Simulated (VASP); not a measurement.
B, 2 atoms in the cell. It takes space group Pmmn (No. 59, orthorhombic). The conventional cell has a = 1.625 Å, b = 2.866 Å, c = 3.914 Å, α = 90.00°, β = 90.00°, γ = 90.00°. B (site symmetry mm2) has 6 B at 1.62 to 1.86 Å as nearest neighbours. The cell was built by a generator and needn't be a form met in nature.

- Program: VASP 6.6.1
- Task: relaxation of cell and atoms
- Functional: RPBE
- Dispersion: D3(BJ)
- Potentials or basis: VASP PAW PBE potentials, release 64 (B)
- Cutoff: 600 eV
- k mesh: 16 × 9 × 7
- Occupations: fermi-dirac, width 0.05 eV
- Spin: no spin polarisation
- Further INCAR settings: ALGO = Normal; EDIFF = 1e-07; IBRION = 2; EDIFFG = -0.005; NSW = 40; ISIF = 3

Potentials or basis: VASP PAW PBE potentials, release 64 (B).

Run with:

```console
$ cat potpaw_PBE.64/B/POTCAR > POTCAR
$ mpirun -np 1 vasp_std > vasp.out
```

Hardware: 1 thread of AMD EPYC 7R13 Processor (Zen 3), with other jobs on the host.

Task: Estimate the wall time of this run.

Result: Wall time 2.8 min on 1 thread of AMD EPYC 7R13 Processor (Zen 3) (shared host), peak memory 0.12 GiB. Counts: scf iterations 137, k points 180, ion steps 24.
